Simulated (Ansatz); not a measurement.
The elements of this relaxed trial crystal are hidden behind letters.

```
lattice vectors (Å)
   3.1818    0.0000    0.0000
   0.0000    3.1818    0.0000
   0.0000    0.0000    4.1182
fractional positions
X 0.5000 0.5000 0.0000
Z 0.0000 0.0000 0.0000
```

Computed with DFT PBE, scalar-relativistic, plane waves, PAW in Ansatz. The final run on the 2-atom cell used 420 eV, a Γ-centred 18×18×14 mesh, 0.10 eV smearing and no spin polarisation.

* Space group: P4/mmm (No. 123)
* Conventional cell: a = 3.182 Å, c = 4.118 Å
* Volume per atom: 20.85 Å³
* Density: 4.11 g/cm³
* Formation energy: +0.43 eV/atom
* Gap on the 18×18×14 mesh of the 2-atom cell: 0 eV (a metal)

Energies are uncorrected and count from the elements' standard states at the same level.

Question: X is a d-block element of period 5 and Z is a p-block element of period 2. Which elements are they?

Answer: X = Zr, Z = C, so the formula is ZrC. Density times volume gives a mean mass of 4.11 × 20.85/1.6605 = 51.6 u per atom, and this set has 51.6 u. Around Zr lie 4 C at 2.25 Å and 4 Zr at 3.18 Å; around C lie 4 Zr at 2.25 Å. Other sets within the hints have nearly the same mass, so mass alone doesn't settle it; this one was computed.

Symmetry constrained the relaxation, so the result can be a saddle point. Another cell of ZrC relaxed alike, in Fm-3m (a measured cell (COD)), lies 1.28 eV/atom lower, so this cell isn't the stable form at this level.
